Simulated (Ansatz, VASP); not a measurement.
**CaSe: VASP beside Ansatz**

```
CELL_PARAMETERS angstrom
0.00000 3.08624 2.92839
3.08624 0.00000 2.92839
3.08624 3.08624 0.00000
ATOMIC_POSITIONS crystal
Ca 0.00000 0.00000 0.00000
Se 0.50000 0.50000 0.50000
```

Change from the starting cell: epitaxial_xy strain +4.0%.

Alike in both runs: task single point; functional r2SCAN; k mesh 8 × 8 × 8; no spin polarisation.

|  | VASP | Ansatz |
| --- | --- | --- |
| version | VASP 6.6.1 | Ansatz 0.2.0 |
| potentials or method | VASP PAW PBE potentials, release 64 (Ca_sv, Se) | plane waves, PAW |
| plane-wave cutoff (eV) | 520 | 500 |
| occupations | gaussian, width 0.01 eV | fixed |
| valence electrons in the cell | 16 | 26 |

```csv
,VASP,Ansatz,Ansatz less VASP
gap on the k mesh at the Fermi level (eV),2.63,2.63,-0.001
pressure (GPa),-2.5,-2.7,-0.20
largest component of the traceless stress (GPa),2.76,2.67,-0.083
```

The two sets of potentials don't hold the same shells in valence.

Caveats: the PAW data sets were made with another functional, which shifts forces and pressure a little (VASP). A k mesh can miss the band edges.
